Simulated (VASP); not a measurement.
**RbBr: single point with PBE**

The system is RbBr.

```
Rb Br
1.0
     0.00000    3.42700    3.42700
     3.42700    0.00000    3.42700
     3.42700    3.42700    0.00000
Rb Br
1 1
Direct
  0.99786 0.00643 0.99786
  0.49777 0.50670 0.49777
```

| Property | Result |
| --- | --- |
| Program | VASP 6.6.1 |
| Task | single point |
| Functional | PBE |
| Potentials or basis | VASP PAW PBE potentials, release 64 (Rb_sv, Br) |
| Cutoff | 520 eV |
| k mesh | 4 × 4 × 4 |
| Occupations | gaussian, width 0.01 eV |
| Spin | no spin polarisation |

| Quantity | Value |
| --- | --- |
| Pressure | 1.0 GPa |
| Band gap on the k mesh | 4.36 eV, direct |

Levels at points of the mesh, in eV from the valence-band top:
| k point | band 5 | band 6 | band 7 | band 8 | band 9 | band 10 | band 11 | band 12 |
| --- | --- | --- | --- | --- | --- | --- | --- | --- |
| (0.00, 0.00, 0.00) | -8.49 | 0.00 | 0.00 | 0.00 | 4.36 | 7.28 | 7.28 | 7.28 |
| (0.50, 0.00, 0.00) | -8.44 | -0.99 | -0.36 | -0.36 | 6.81 | 7.72 | 9.49 | 9.49 |
| (0.00, 0.50, 0.00) | -8.44 | -0.99 | -0.36 | -0.36 | 6.81 | 7.72 | 9.49 | 9.49 |
| (0.50, 0.50, 0.00) | -8.56 | -0.47 | -0.16 | -0.16 | 5.61 | 7.13 | 9.20 | 9.21 |

Wall time 20 s on 1 thread of Intel(R) Xeon(R) Platinum 8259CL CPU @ 2.50GHz (Skylake/Cascade Lake) (shared host), peak memory 0.2 GiB.

PBE gaps usually lie below the measured ones, often by a third to a half.
